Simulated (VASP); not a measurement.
# ZrC (Fm-3m) in VASP: a series of runs

One crystal, ZrC, is run at these levels: r2SCAN, r2SCAN+rVV10; tasks: relaxation of cell and atoms.

Program: VASP 6.6.1. These are calculated values, not measurements. Logs are shortened: lines on timing, memory, paths and dates and some standing lists are left out, and cuts for length are marked.

### Step 1. The crystal as given

Symmetry: Fm-3m, No. 225, cubic system. Conventional cell: a = 4.700 Å, b = 4.700 Å, c = 4.700 Å, α = 90.00°, β = 90.00°, γ = 90.00°. Zr (site symmetry m-3m) has 6 C at 2.35 Å as nearest neighbours. C (site symmetry m-3m) has 6 Zr at 2.35 Å as nearest neighbours.

### Step 2. Relaxation of cell and atoms, r2SCAN

File INCAR:

```
ALGO = Normal
EDIFF = 1E-7
EDIFFG = -0.005
ENCUT = 600
IBRION = 2
ISIF = 3
ISMEAR = 0
LASPH = True
LCHARG = False
LMIXTAU = True
LREAL = False
LWAVE = False
METAGGA = R2SCAN
NELM = 80
NSW = 90
PREC = Accurate
SIGMA = 0.1
```

File KPOINTS:

```
k-points
0
Gamma
  16 16 16
```

File POSCAR:

```
ZrC
1.0
    0.0000000000      2.3502110000      2.3502110000
    2.3502110000      0.0000000000      2.3502110000
    2.3502110000      2.3502110000      0.0000000000
Zr C
1 1
Direct
    0.5000000000      0.5000000000      0.5000000000
    0.0000000000      0.0000000000      0.0000000000
```

Potentials or basis: VASP PAW PBE potentials, release 64 (Zr_sv, C).

Launch:

```
cat potpaw_PBE.64/Zr_sv/POTCAR potpaw_PBE.64/C/POTCAR > POTCAR
mpirun -np 1 vasp_std > vasp.out
```

OUTCAR:

```text
EDIFF = 1E-7
   EDIFFG = -0.005
   ENCUT = 600
   IBRION = 2
   ISIF = 3
   ISMEAR = 0
   LASPH = True
   LREAL = False
   METAGGA = R2SCAN
   NELM = 80
   NSW = 90
   PREC = Accurate

 ion  position               nearest neighbor table
   1  0.500  0.500  0.500-   2 2.35   2 2.35   2 2.35   2 2.35   2 2.35   2 2.35
   2  0.000  0.000  0.000-   1 2.35   1 2.35   1 2.35   1 2.35   1 2.35   1 2.35

  LATTYP: Found a face centered cubic cell.
 ALAT       =     4.7004220000

  Lattice vectors:

 A1 = (   0.0000000000,   2.3502110000,   2.3502110000)
 A2 = (   2.3502110000,   0.0000000000,   2.3502110000)
 A3 = (   2.3502110000,   2.3502110000,   0.0000000000)

Analysis of symmetry for initial positions (statically):
=====================================================================
 Subroutine PRICEL returns:
 Original cell was already a primitive cell.

 Routine SETGRP: Setting up the symmetry group for a
 face centered cubic supercell.

 Subroutine GETGRP returns: Found 48 space group operations
 (whereof 48 operations were pure point group operations)
 out of a pool of 48 trial point group operations.

The static configuration has the point symmetry O_h .

Analysis of symmetry for dynamics (positions and initial velocities):
=====================================================================
 Subroutine PRICEL returns:
 Original cell was already a primitive cell.

 Routine SETGRP: Setting up the symmetry group for a
 face centered cubic supercell.

 Subroutine GETGRP returns: Found 48 space group operations
 (whereof 48 operations were pure point group operations)
 out of a pool of 48 trial point group operations.

The dynamic configuration has the point symmetry O_h .

 Subroutine INISYM returns: Found 48 space group operations
 (whereof 48 operations are pure point group operations),
 and found     1 'primitive' translations

----------------------------------------------------------------------------------------

                                     Primitive cell

  volume of cell :      25.9627

  direct lattice vectors                    reciprocal lattice vectors
     0.000000000  2.350211000  2.350211000    -0.212746855  0.212746855  0.212746855
     2.350211000  0.000000000  2.350211000     0.212746855 -0.212746855  0.212746855
     2.350211000  2.350211000  0.000000000     0.212746855  0.212746855 -0.212746855

  length of vectors
     3.323700271  3.323700271  3.323700271     0.368488363  0.368488363  0.368488363

  position of ions in fractional coordinates (direct lattice)
     0.500000000  0.500000000  0.500000000
     0.000000000  0.000000000  0.000000000

  ion indices of the primitive-cell ions
   primitive index   ion index
                 1           1
                 2           2

----------------------------------------------------------------------------------------

 KPOINTS: k-points

Automatic generation of k-mesh.
 Grid dimensions read from file:
 generate k-points for:   16   16   16

 Generating k-lattice:

  Cartesian coordinates                     Fractional coordinates (reciprocal lattice)
    -0.013296678  0.013296678  0.013296678     0.062500000  0.000000000  0.000000000
     0.013296678 -0.013296678  0.013296678     0.000000000  0.062500000  0.000000000
     0.013296678  0.013296678 -0.013296678     0.000000000  0.000000000  0.062500000

  Length of vectors
     0.023030523  0.023030523  0.023030523

  Shift w.r.t. Gamma in fractional coordinates (k-lattice)
     0.000000000  0.000000000  0.000000000

 Subroutine IBZKPT returns following result:
 ===========================================

 Found    145 irreducible k-points:

 Following reciprocal coordinates:
            Coordinates               Weight
  0.000000  0.000000  0.000000      1.000000
  0.062500  0.000000  0.000000      8.000000
  0.125000  0.000000  0.000000      8.000000
  0.187500  0.000000  0.000000      8.000000
  0.250000  0.000000  0.000000      8.000000
  0.312500  0.000000  0.000000      8.000000
[... 16 lines left out ...]
 -0.125000  0.062500  0.000000     24.000000
 -0.062500  0.062500  0.000000     12.000000
 [... further k-points ...]
   k-points           NKPTS =    145   k-points in BZ     NKDIM =    145   number of bands    NBANDS=     12
   number of dos      NEDOS =    301   number of ions     NIONS =      2
   total plane-waves  NPLWV =  21952
   dimension x,y,z NGX =    28 NGY =   28 NGZ =   28
   dimension x,y,z NGXF=    56 NGYF=   56 NGZF=   56
   ions per type =               1   1
   NGX,Y,Z   is equivalent  to a cutoff of  14.01, 14.01, 14.01 a.u.
   NGXF,Y,Z  is equivalent  to a cutoff of  28.01, 28.01, 28.01 a.u.
 SYSTEM =  unknown system
   PREC   = accura    normal or accurate (medium, high low for compatibility)
   ISTART =      0    job   : 0-new  1-cont  2-samecut
   ICHARG =      2    charge: 1-file 2-atom 10-const
   ISPIN  =      1    spin polarized calculation?
   LNONCOLLINEAR =      F non collinear calculations
   LSORBIT =      F    spin-orbit coupling
   LASPH  =      T    aspherical Exc in radial PAW
   ENCUT  =  600.0 eV  44.10 Ry    6.64 a.u.   6.64  6.64  6.64*2*pi/ulx,y,z
   NELM   =     80;   NELMIN=  2; NELMDL= -5     # of ELM steps
   EDIFF  = 0.1E-06   stopping-criterion for ELM
   LREAL  =      F    real-space projection
   EDIFFG = -.5E-02   stopping-criterion for IOM
   NSW    =     90    number of steps for IOM
   IBRION =      2    ionic relax: 0-MD 1-quasi-New 2-CG
   NFREE  =      1    steps in history (QN), initial steepest desc. (CG)
   ISIF   =      3    stress and relaxation
   ISYM   =      2    0-nonsym 1-usesym 2-fastsym
   POTIM  = 0.5000    time-step for ionic-motion
   TEBEG  =    0.0;   TEEND  =   0.0 temperature during run
   PSTRESS=    0.0 pullay stress
   NELECT =      16.0000    total number of electrons
   NUPDOWN=      -1.0000    fix difference up-down
   EMIN   =  10.00;   EMAX   =-10.00  energy-range for DOS
   EFERMI =   0.00;   METHOD = LEGACY
   ISMEAR =     0;   SIGMA  =   0.10  broadening in eV -4-tet -1-fermi 0-gaus
   EFERMI_NEDOS =   21; number of points for ismear=-14 and -15
   IALGO  =     38    algorithm
   IMIX   =      4    mixing-type and parameters
     AMIX     =   0.40;   BMIX     =  1.00
     AMIX_MAG =   1.60;   BMIX_MAG =  1.00
  volume/ion in A,a.u.               =      12.98        87.60
  Fermi-wavevector in a.u.,A,eV,Ry     =   1.393150  2.632672 26.407109  1.940868
  Thomas-Fermi vector in A             =   2.516824
   LORBIT       =      0    0 simple, 1 ext, 2 COOP (PROOUT), +10 PAW based schemes
   METAGGA = R2SCAN    functional components
   LHFCALC =     F    Hartree Fock is set to
   AEXX    =    0.0000 exact exchange contribution
   IVDW    =     0    specifies the selected vdW correction
   LEPSILON=     F    determine dielectric tensor
   LRPA    =     F    only Hartree local field effects (RPA)
 conjugate gradient relaxation of ions
 non-spin polarized calculation
 Gauss-broadening in eV      SIGMA  =   0.10
  energy-cutoff  :      600.00
  volume of cell :       25.96
 maximum number of plane-waves:       893
   NGX = 13   NGY = 13   NGZ = 13

--------------------------------------- Ionic step        1  -------------------------------------------

 number of electron      16.0000000 magnetization

 Free energy of the ion-electron system (eV)
  ---------------------------------------------------
  ext. energy  EPLUGINS =         0.00000000
  ---------------------------------------------------
  free energy    TOTEN  =       -34.72332968 eV

  energy without entropy =      -34.72159231  energy(sigma->0) =      -34.72246099

------------------------ aborting loop because EDIFF is reached ----------------------------------------

  FORCE on cell =-STRESS in cart. coord.  units (eV):
  Direction    XX          YY          ZZ          XY          YZ          ZX
  --------------------------------------------------------------------------------------
  -------------------------------------------------------------------------------------
  Total        0.2856714      0.2856714      0.2856714     -0.0000000     -0.0000000      0.0000000
  in kB       17.6289649     17.6289649     17.6289649     -0.0000000     -0.0000000      0.0000000
  external PRESSURE =      17.6289649 kB  Pullay stress =       0.0000000 kB

 VOLUME and BASIS-vectors are now :
 -----------------------------------------------------------------------------
  energy-cutoff  :      600.00
  volume of cell :       25.96
      direct lattice vectors                 reciprocal lattice vectors
     0.000000000  2.350211000  2.350211000    -0.212746855  0.212746855  0.212746855
     2.350211000  0.000000000  2.350211000     0.212746855 -0.212746855  0.212746855
     2.350211000  2.350211000  0.000000000     0.212746855  0.212746855 -0.212746855
[... 37 lines left out ...]
 POSITION                                       TOTAL-FORCE (eV/Angst)
 -----------------------------------------------------------------------------------
      2.36641      2.36641      2.36641        -0.000000      0.000000     -0.000000
      4.73281      2.36641      2.36641         0.000000     -0.000000      0.000000
 -----------------------------------------------------------------------------------
    total drift:                                0.000000      0.000000      0.000000

  FREE ENERGIE OF THE ION-ELECTRON SYSTEM (eV)
  ---------------------------------------------------
  free  energy   TOTEN  =       -34.7212328892 eV

  energy  without entropy=      -34.7194648452  energy(sigma->0) =      -34.72034887

--------------------------------------- Ionic step        3  -------------------------------------------

 number of electron      16.0000000 magnetization

 Free energy of the ion-electron system (eV)
  ---------------------------------------------------
  ext. energy  EPLUGINS =         0.00000000
  ---------------------------------------------------
  free energy    TOTEN  =       -34.72440167 eV

  energy without entropy =      -34.72265174  energy(sigma->0) =      -34.72352670

 E-fermi :   9.5657     XC(G=0): -12.9010

 val. band max:        9.5583395521   @ k =   0.5000   0.5000   0.0000
 cond. band min:       9.5771559744   @ k =  -0.0625   0.0625   0.0000
 fundamental gap:      0.0188164224
 Fermi energy:         9.5657079232

 k-point     1 :       0.0000    0.0000    0.0000
  band No.  band energies     occupation
      1     -40.2940      2.00000
      2     -17.3008      2.00000
      3     -17.3008      2.00000
      4     -17.3008      2.00000
      5      -2.4499      2.00000
      6      10.4827      0.00000
      7      10.4827      0.00000
      8      10.4827      0.00000
      9      10.8723      0.00000
     10      10.8723      0.00000
     11      10.8723      0.00000
     12      12.5035      0.00000

 k-point     2 :       0.0625    0.0000    0.0000
  band No.  band energies     occupation
      1     -40.2901      2.00000
      2     -17.3363      2.00000
      3     -17.3037      2.00000
      4     -17.3037      2.00000
      5      -2.3594      2.00000
      6       9.7901      0.00150
      7       9.9516      0.00000
      8       9.9516      0.00000
      9      11.0662      0.00000
     10      11.0662      0.00000
     11      11.3557      0.00000
     12      13.0318      0.00000
[... 316 lines left out ...]
 k-point    24 :      -0.0625    0.0625    0.0000
  band No.  band energies     occupation
      1     -40.2838      2.00000
      2     -17.3851      2.00000
      3     -17.3228      2.00000
      4     -17.3019      2.00000
      5      -2.2133      2.00000
      6       9.1488      2.00000
      7       9.3328      1.99901
      8       9.5772      0.87138
      9      11.0191      0.00000
     10      11.6197      0.00000
     11      11.6572      0.00000
     12      13.1525      0.00000

 [... further k-points ...]
[... 5 lines left out ...]
  --------------------------------------------------------------------------------------
  -------------------------------------------------------------------------------------
  Total       -0.0001349     -0.0001349     -0.0001349     -0.0000000      0.0000000     -0.0000000
  in kB       -0.0082598     -0.0082598     -0.0082598     -0.0000000      0.0000000     -0.0000000
  external PRESSURE =      -0.0082598 kB  Pullay stress =       0.0000000 kB

 VOLUME and BASIS-vectors are now :
 -----------------------------------------------------------------------------
  energy-cutoff  :      600.00
  volume of cell :       26.16
      direct lattice vectors                 reciprocal lattice vectors
     0.000000000  2.356144910  2.356144910    -0.212211056  0.212211056  0.212211056
     2.356144910 -0.000000000  2.356144910     0.212211056 -0.212211056  0.212211056
     2.356144910  2.356144910  0.000000000     0.212211056  0.212211056 -0.212211056

 POSITION                                       TOTAL-FORCE (eV/Angst)
 -----------------------------------------------------------------------------------
      2.35614      2.35614      2.35614         0.000000     -0.000000     -0.000000
      0.00000      0.00000      0.00000        -0.000000      0.000000      0.000000
 -----------------------------------------------------------------------------------
    total drift:                                0.000000      0.000000      0.000000

  FREE ENERGIE OF THE ION-ELECTRON SYSTEM (eV)
  ---------------------------------------------------
  free  energy   TOTEN  =       -34.7244016689 eV

  energy  without entropy=      -34.7226517384  energy(sigma->0) =      -34.72352670

 reached required accuracy - stopping structural energy minimisation
```

Wall time 5.8 min (1 thread of Intel Xeon 6975P-C (Granite Rapids), shared host); peak memory 0.22 GiB.

Results:

* Free energy: -34.7244 eV
* Relaxed volume: 13.08 Å³/atom
* Relaxed cell: a = 3.332 Å, b = 3.332 Å, c = 3.332 Å, α = 60.00°, β = 60.00°, γ = 60.00°
* Space group after relaxing (to 0.05 Å): Fm-3m (No. 225)
* Energy gained by relaxing: 0.5 meV/atom
* Ionic steps: 3
* Pressure after relaxing: 0.0 GPa
* Band gap on the k mesh: none (metal or under the smearing width)

The path:
```csv
step,energy change (eV),largest force (eV/Å),pressure (GPa),volume (Å³)
1,0.0000,0.0000,1.76,25.96
2,0.0021,0.0000,-2.92,26.50
3,-0.0011,0.0000,0.00,26.16
```

Final structure:
```cif
data_structure
_symmetry_space_group_name_H-M 'P 1'
_symmetry_Int_Tables_number 1
_cell_length_a 3.3321
_cell_length_b 3.3321
_cell_length_c 3.3321
_cell_angle_alpha 60.000
_cell_angle_beta 60.000
_cell_angle_gamma 60.000
_cell_volume 26.16
loop_
_atom_site_label
_atom_site_type_symbol
_atom_site_fract_x
_atom_site_fract_y
_atom_site_fract_z
_atom_site_occupancy
Zr1 Zr 0.50000 0.50000 0.50000 1
C1 C 0.00000 0.00000 0.00000 1
```

Levels at points of the mesh, in eV from the Fermi level:
```
           k point  band 6  band 7  band 8  band 9  band 10  band 11
(0.00, 0.00, 0.00)    0.92    0.92    0.92    1.31     1.31     1.31
(0.50, 0.00, 0.00)   -5.45   -3.09   -3.09    4.77     4.77     5.66
(0.50, 0.50, 0.00)   -2.22   -1.61   -0.01   -0.01     4.58     5.92
```

Caveat: the PAW data sets were made with another functional, which shifts forces and pressure a little.

### Step 3. Relaxation of cell and atoms, r2SCAN+rVV10

INCAR: that of step 2 with these lines changed.

```diff
@@ -1,2 +1,4 @@
 ALGO = Normal
+BPARAM = 11.95
+CPARAM = 0.0093
 EDIFF = 1E-7
@@ -7,2 +9,3 @@
 ISMEAR = 0
+IVDW_NL = 2
 LASPH = True
@@ -11,2 +14,3 @@
 LREAL = False
+LUSE_VDW = True
 LWAVE = False
```

KPOINTS is that of step 2.

POSCAR is that of step 2.

Potentials or basis: VASP PAW PBE potentials, release 64 (Zr_sv, C).

Launch:

```
cat potpaw_PBE.64/Zr_sv/POTCAR potpaw_PBE.64/C/POTCAR > POTCAR
mpirun -np 1 vasp_std > vasp.out
```

Run time: 7 min. Hardware: 1 thread of Intel Xeon 6975P-C (Granite Rapids), shared host; peak memory 0.31 GiB.

The run converged. Its results:

- Free energy: -34.4885 eV
- Relaxed volume: 13.02 Å³/atom
- Relaxed cell: a = 3.327 Å, b = 3.327 Å, c = 3.327 Å, α = 60.00°, β = 60.00°, γ = 60.00°
- Space group after relaxing (to 0.05 Å): Fm-3m (No. 225)
- Energy gained by relaxing: 0.1 meV/atom
- Ionic steps: 3
- Pressure after relaxing: 0.0 GPa
- Band gap on the k mesh: none (metal or under the smearing width)

The path:
| step | energy change (eV) | largest force (eV/Å) | pressure (GPa) | volume (Å³) |
| --- | --- | --- | --- | --- |
| 1 | 0.0000 | 0.0000 | 0.72 | 25.96 |
| 2 | 0.0004 | 0.0000 | -1.23 | 26.18 |
| 3 | -0.0002 | 0.0000 | 0.00 | 26.04 |

Final structure:
```yaml
crystal:
  lattice:
    - [0.00000, 2.35260, 2.35260]
    - [2.35260, 0.00000, 2.35260]
    - [2.35260, 2.35260, 0.00000]
  atoms:
    - { symbol: Zr, position: [0.50000, 0.50000, 0.50000] }
    - { symbol: C, position: [0.00000, 0.00000, 0.00000] }
```

Levels at points of the mesh, in eV from the Fermi level:
| k point | band 6 | band 7 | band 8 | band 9 | band 10 | band 11 |
| --- | --- | --- | --- | --- | --- | --- |
| (0.00, 0.00, 0.00) | 0.92 | 0.92 | 0.92 | 1.31 | 1.31 | 1.31 |
| (0.50, 0.00, 0.00) | -5.48 | -3.10 | -3.10 | 4.80 | 4.80 | 5.70 |
| (0.50, 0.50, 0.00) | -2.22 | -1.64 | 0.00 | 0.00 | 4.61 | 5.97 |

Caveat: the PAW data sets were made with another functional, which shifts forces and pressure a little. Zero-point motion and thermal expansion aren't in these numbers.
